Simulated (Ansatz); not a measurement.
Level of theory: DFT PBE, scalar-relativistic, plane waves, PAW in Ansatz. Settings: cutoff 420 eV, Γ-centred meshes spaced at most about 0.3 Å⁻¹, and about 0.25 Å⁻¹ or finer for metals (2π included), Gaussian smearing. No spin polarisation.

These are static total energies at zero pressure.

Compare these two cells of PtSe₂, each relaxed at this level.

A. Space group Pnnm (No. 58), orthorhombic, a = 5.491 Å, b = 5.973 Å, c = 3.912 Å. Pt has 6 Se at 2.55–2.59 Å; around Se lie 3 Pt at 2.55–2.59 Å.

B. Space group P4/nmm (No. 129), tetragonal, a = 3.605 Å, c = 10.769 Å. Pt is surrounded by 1 Se at 2.50 Å, 4 Se at 2.69 Å and 4 Pt at 3.02 Å; Se on a site of symmetry -4m2 has 4 Se at 2.55 Å; around Se on a site of symmetry 4mm lie 1 Pt at 2.50 Å and 4 Pt at 2.69 Å.

Task: Which is lower in energy, and by how much?

Result: A is lower, by 0.33 eV/atom. A has the CaCl2 type, space group Pnnm (No. 58), 21.4 Å³/atom and no gap on its mesh; B has space group P4/nmm (No. 129), 23.3 Å³/atom and no gap. Counting Se atoms around Pt (those within 1.25 times the shortest such distance or 1.15 times the sum of covalent radii, 1.27 where that leaves under three), A has Pt 6 and B has Pt 5. B holds Se–Se nets (shortest 2.55 Å); in A the shortest Se–Se distance is 2.95 Å, near bonding range too. Both come from invented guesses. The lowest form computed isn't among them: it has the cadmium iodide type, space group P-3m1 (No. 164), 26.4 Å³/atom, is reached from a cell as deposited in COD and lies 188 meV/atom below the best shown.

Weakly bound directions are ill-defined at this level, which has no dispersion term (P4/nmm), and this can change margins and order among such cells. These runs have no spin–orbit coupling, which can matter for Pt. Cells relaxed within their symmetry can be saddle points. Some candidate types were left out of the draw beforehand, so a known form may be missing.
